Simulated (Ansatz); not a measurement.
Slab: C, a slab with vacuum.

```xyz
8
Lattice="2.4561 0.0000 0.0000 -1.2280 2.1271 0.0000 0.0000 0.0000 25.7149" Properties=species:S:1:pos:R:3 pbc="T T T"
C     0.0000    0.3547    7.5000
C     0.0000    1.7724    7.5000
C     1.2280    0.3547   11.0416
C     1.2280    1.7724   11.0416
C     0.0000    0.3547   14.6733
C     0.0000    1.7724   14.6733
C     1.2280    0.3547   18.2149
C     1.2280    1.7724   18.2149
```

The cell isn't the ideal one: the (0 0 1) slab of C, cut from the database cell, not relaxed.

A run of Ansatz 0.2.0 on this cell left the log below. Logs are shortened: lines on timing, memory, paths and dates and some standing lists are left out, and cuts for length are marked.

```text
Warning: RAYON_NUM_THREADS=4 ignored (pool sized by the plan → 4); use --threads N
Engine: ansatz 0.2.0, aarch64-unknown-linux-gnu
Pseudopotentials: kind: paw
Pseudopotential: C, paw, valence charge 4, recommended cutoff 420 eV (normal), C.paw.azcp
Functional definition: PBE
  parameter kappa = 0.804
  parameter beta = 0.06672455060314922
  exchange = pbe_x(kappa = kappa, mu = beta*pi^2/3)
  correlation = pbe_c(beta = beta)
Crystal: 8 atoms, lattice volume = 134.341 Å³
Basis set: ecut = 420 eV, 2539 PW (Γ), exchange–correlation on 36×36×360 points (8 copies of the dense FFT grid, shifted against one another)
Bands: 24, of which v1, the nominal top of the filled ones, is band 16 counted from 1 (15 counted from 0)
Symmetry: 4 space group operations
k-points: 43 of 144
Non-local potential: C, projectors of the file, l = 0: 2, l = 1: 2, l = 2: 1
PAW form: soft (Blöchl's): semilocal exchange-correlation on the pseudo side does not see the compensation charge
PAW one-centre angular grid: C, 110 points (default); XC on 64 Gauss nodes
Initial density: superposition of atomic densities (neutral atoms: chi_scale 0, normalization atom), corrected by the library's trained network
Initial wavefunctions: pseudopotential atomic-orbital guess
Functional: x = pbe(κ = 0.804, μ = 0.2195149727645171), c = pbe(β = 0.06672455060314922)
SCF iter   1: F=—  HF=-2007.484377 eV  |F-HF|=—  |Δ(HF+E_count)|=         —  Δρ=2.34e-3  dr2=8.76e-3  ethr=1.77e-3  p=0.000 e·Å  D=8.38e-14 V/Å  ΔV_dip=-0.00 eV  dr2_dipole=2.47e-7  V_vac-E_F(+/−)=4.34/4.35 eV  ⟨swp⟩=8.2  Hψ=5970  notcnv=0
efield: sawtooth ramp at fractional position 0.9800 (placed from the atoms, in the widest stretch of the axis that holds none; the zero of the levels goes with the place), width 0.0400; the density the first Hamiltonian is built on has a dipole p = 0.000 e·Å; the dipole correction subtracts the counter field D = 8.38e-14 V/Å, which shifts the + side's vacuum level by -0.00 eV against the − side's; the planar-averaged density in the ramp window peaks in size at 5.9e-5 e/Å³
preconditioner: auto → LDOS  [metal: Δε(μ)=0.107 eV  Ē_g=15.271 eV  σ=0.050 eV  W_gap=0.49  n_scr=16 (ndim 8)  ℏωp=18.1 eV  f_vac=0.449  D(μ)=0.34/eV (n_scr^D=4)  β→1.0]
[... 13 lines left out ...]
Internal energy: -2007.481650 eV  (E = F + TS)
E sigma→0 (E₀):  -2007.483078 eV
Entropy (-TS):   -0.002854 eV (-0.357 meV/atom)
Fermi energy:    1.671371 eV
Dipole field:    D = 0.000002 V/Å  (p = 0.000001 e·Å, saw-weighted, corrected)
Work function:   Φ+ = 4.2335 eV   Φ− = 4.2336 eV
Levels:          The Fermi level and band energies are counted from a zero that moves with the ramp; work functions are not
--- Per-component energies (eV) ---
  E_band       = -240.282624
  E_kinetic    = 729.694265
  E_local      = -17341.385841  (includes V_loc(G=0)·N_el)
  E_nonlocal   = 219.049591
  E_hartree    = 8341.657902
  E_xc         = -384.619815
  E_vxc        = -476.216624  (∫ρ·V_xc dr)
  E_paw        = -795.008164  (= ΣΔE_a)
  E_vpaw       = -54.740992  (= ΣTr[D̂ρ^β])
  E_aug_tail   = 0.000059  (compensation charges beyond the density's cutoff)
  E_efield     = 0.000000  (sawtooth field / dipole correction)
  E_vefield    = 0.000000  (∫n·V_field dr)
  E_ewald      = 7223.130351
  E_smearing   = -0.002854  (= −TS)
  E_closure    = -0.000000  (closes the sum)
  Σ components = -2007.484505   (vs F -2007.484505, Δ=0.00e0)
--- Forces (eV/Å), atoms counted from 1 ---
  atom   1  C      0.00000000    -0.02292680    -0.02849648
  atom   2  C      0.00000000     0.02292680    -0.02849648
  atom   3  C      0.00000000    -0.02381195     0.00586525
  atom   4  C      0.00000000     0.02381195     0.00586525
  atom   5  C      0.00000000    -0.02381138    -0.00586621
  atom   6  C      0.00000000     0.02381138    -0.00586621
  atom   7  C      0.00000000    -0.02292719     0.02849653
  atom   8  C      0.00000000     0.02292719     0.02849653
  max |Σ_I F_I| component: 1.84e-6 eV/Å
--- Band table (eV; the first three rows and the last of 43) ---
  k-point 0: bands = ["-18.0039", "-17.9673", "-17.9019", "-17.8599", "-6.5570", "-6.2642", "-5.7863", "-5.4368", "-1.3640", "-1.3640", "-1.3574", "-1.3548", "-1.3546", "-1.3532", "-1.3443", "-1.3381", "5.0854", "5.2391", "6.0101", "6.6759", "7.1935", "8.4749", "8.9565", "10.0636"]
  k-point 1: bands = ["-17.8380", "-17.8019", "-17.7372", "-17.6957", "-6.3558", "-6.0648", "-5.5899", "-5.2430", "-2.0197", "-2.0189", "-2.0111", "-2.0062", "-1.6989", "-1.6972", "-1.6877", "-1.6812", "5.3067", "5.4619", "6.2260", "6.8956", "7.4071", "8.6820", "9.1583", "10.1571"]
  k-point 2: bands = ["-17.3424", "-17.3075", "-17.2448", "-17.2046", "-5.7570", "-5.4717", "-5.0062", "-4.6674", "-3.6729", "-3.6683", "-3.6554", "-3.6465", "-2.5045", "-2.5018", "-2.4915", "-2.4845", "5.9699", "6.1298", "6.8724", "7.5551", "8.0446", "9.2942", "9.7223", "10.0754"]
  k-point 42: bands = ["-13.6700", "-13.6447", "-13.5979", "-13.5677", "-8.9103", "-8.8947", "-8.8630", "-8.8422", "-7.3668", "-7.3560", "-7.3329", "-7.3173", "-1.4755", "-1.2637", "-0.9246", "-0.6883", "4.2131", "4.3833", "4.6634", "4.8530", "10.9396", "11.0854", "11.4540", "12.1843"]
```

**Question.** What input gives this log?

**Answer.** Single point with PBE, no spin polarisation. The files as run (others can give the same):

input.yaml
```yaml
crystal:
  lattice:
    - [2.45609594, 0.0, 0.0]
    - [-1.22804797, 2.12706182, 0.0]
    - [0.0, 0.0, 25.7148879502]
  atoms:
    - { symbol: C, position: [0.08337946, 0.16675892, 0.2916598359] }
    - { symbol: C, position: [0.41662054, 0.83324108, 0.2916598359] }
    - { symbol: C, position: [0.58337946, 0.16675892, 0.4293862844] }
    - { symbol: C, position: [0.91662054, 0.83324108, 0.4293862844] }
    - { symbol: C, position: [0.08337946, 0.16675892, 0.5706137156] }
    - { symbol: C, position: [0.41662054, 0.83324108, 0.5706137156] }
    - { symbol: C, position: [0.58337946, 0.16675892, 0.7083401641] }
    - { symbol: C, position: [0.91662054, 0.83324108, 0.7083401641] }
hamiltonian:
  xc: pbe
  pseudopotentials: { kind: paw }
kpoints:
  mp_grid: { grid: [12, 12, 1] }
scf:
  occupations: { method: fermi_dirac, width: 0.05 }
output:
  forces: true
  eigenvalues: true
efield:
  axis: 3
  dipole_correction: true
  ramp_width: 0.04
```

Potentials or basis: Ansatz PAW.
The run is started by
```sh
$ ansatz run input.yaml --threads 4 --pin off --max-ram 11264MiB --backend cpu --events-out ev --progress --plain --runs-dir out
```
